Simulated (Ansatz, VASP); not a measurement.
BAs: VASP beside Ansatz

File POSCAR:

```
BAs
1.0
    0.0000000000      2.3430888368      2.3430888368
    2.3430888368      0.0000000000      2.3430888368
    2.3430888368      2.3430888368      0.0000000000
B As
1 1
Direct
    0.0000000000      0.0000000000      0.0000000000
    0.2500000000      0.2500000000      0.2500000000
```

INCAR.step1

```
PREC     = Accurate       # precision mode
ENCUT    = 520            # plane-wave cutoff, eV
ISMEAR   = 0              # smearing method
SIGMA    = 0.02           # smearing width, eV
LREAL    = False          # projectors in reciprocal space
LASPH    = True           # aspherical terms in the spheres
NELM     = 60             # most SCF steps
NBANDS   = 11             # bands
GGA      = PE             # functional
ALGO     = Normal         # electronic algorithm
EDIFF    = 1E-4           # SCF threshold, eV
LWAVE    = True           # write WAVECAR
LCHARG   = False          # write CHGCAR
```

INCAR.step2

```
PREC     = Accurate       # precision mode
ENCUT    = 520            # plane-wave cutoff, eV
EDIFF    = 1E-7           # SCF threshold, eV
ISMEAR   = 0              # smearing method
SIGMA    = 0.02           # smearing width, eV
LREAL    = False          # projectors in reciprocal space
LASPH    = True           # aspherical terms in the spheres
NELM     = 60             # most SCF steps
ALGO     = Normal         # electronic algorithm
ISIF     = 2              # what is computed and relaxed
LWAVE    = False          # write WAVECAR
LCHARG   = False          # write CHGCAR
METAGGA  = R2SCAN         # meta-GGA
LMIXTAU  = True         
NBANDS   = 11             # bands
ISTART   = 1
```

The input KPOINTS:

```
Automatic mesh
0
Gamma
  10 10 10
```

Input for Ansatz:

```yaml
crystal:
  lattice:
    - [0.0, 2.3430888368, 2.3430888368]
    - [2.3430888368, 0.0, 2.3430888368]
    - [2.3430888368, 2.3430888368, 0.0]
  atoms:
    - { symbol: B, position: [0.0, 0.0, 0.0] }
    - { symbol: As, position: [0.25, 0.25, 0.25] }
basis:
  ecutwfc: 500
kpoints:
  mp_grid: { grid: [10, 10, 10] }
hamiltonian:
  xc: r2scan
scf:
  occupations: { method: gaussian, width: 0.02 }
output:
  forces: true
  stress: true
  eigenvalues: true
```

Alike in both runs: task single point; functional r2SCAN; k mesh 10 × 10 × 10; occupations gaussian, width 0.02 eV; no spin polarisation.

|  | VASP | Ansatz |
| --- | --- | --- |
| version | VASP 6.6.1 | Ansatz 0.2.0 |
| potentials or method | VASP PAW PBE potentials, release 64 (B, As) | scalar-relativistic, plane waves, PAW |
| plane-wave cutoff (eV) | 520 | 500 |
| valence electrons in the cell | 8 | 18 |

|  | VASP | Ansatz | Ansatz less VASP |
| --- | --- | --- | --- |
| gap on the k mesh at the Fermi level (eV) | 1.31 | 1.31 | +0.003 |
| least direct gap on the mesh (eV) | 3.51 | 3.51 | -0.003 |
| pressure (GPa) | 10.3 | 9.9 | -0.42 |

The two sets of potentials don't hold the same shells in valence.

Caveats: the PAW data sets were made with another functional, which shifts forces and pressure a little (VASP). A k mesh can miss the band edges. r2SCAN opens gaps a little over a GGA but as a rule still falls short of measured ones.
